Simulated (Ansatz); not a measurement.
Re, DFT, PBE, all-electron PAW with datasets made for the crystal, scalar-relativistic (Ansatz 0.2.0), run on 1 thread of Arm Neoverse V2 on a shared host.

The cell is the one relaxed in the Materials Project (mp-975065), not relaxed further here; entries there can be hypothetical. The listed cell was then made from it by scaling, straining or moving an atom.

Command: `ansatz run input.yaml --threads 1 --pin off --max-ram 6144MiB --backend cpu --events-out ev --progress --plain --runs-dir out`

```yaml
crystal:
  lattice:
    - [1.3839231524, 0.7990084046, 6.8325802503]
    - [-1.3839231524, 0.7990084046, 6.8325802503]
    - [0.0, -1.5980168092, 6.8325802503]
  atoms:
    - { symbol: Re, position: [0.0, 0.0, 0.0] }
    - { symbol: Re, position: [0.22217388, 0.22217388, 0.22217388] }
    - { symbol: Re, position: [0.77782612, 0.77782612, 0.77782612] }
kpoints:
  mp_grid: { grid: [15, 15, 15] }
scf:
  occupations: { method: fermi_dirac, width: 0.05 }
hamiltonian:
  xc: pbe
  pseudopotentials: { kind: all_electron, datasets: crystal }
output:
  forces: true
  stress: true
  eigenvalues: true
  efg: { contact_densities: true }
```

(1) How large is the problem that the program sets up?

(2) Estimate the wall time and the peak memory.

(3) And the same cell and mesh by frozen-core PAW, asked for forces, stress, eigenvalues, efg, write_density, write_potential, elf, on the same hardware?

## Answers

(1) 344 irreducible k-points, 443 plane waves at Γ, 31 bands.

(2) 4.2 min of wall time for 11 SCF iterations, with a peak of 3.1 GiB. Times on shared machines scatter by tens of per cent.

(3) 24 s, peak memory 0.58 GiB.
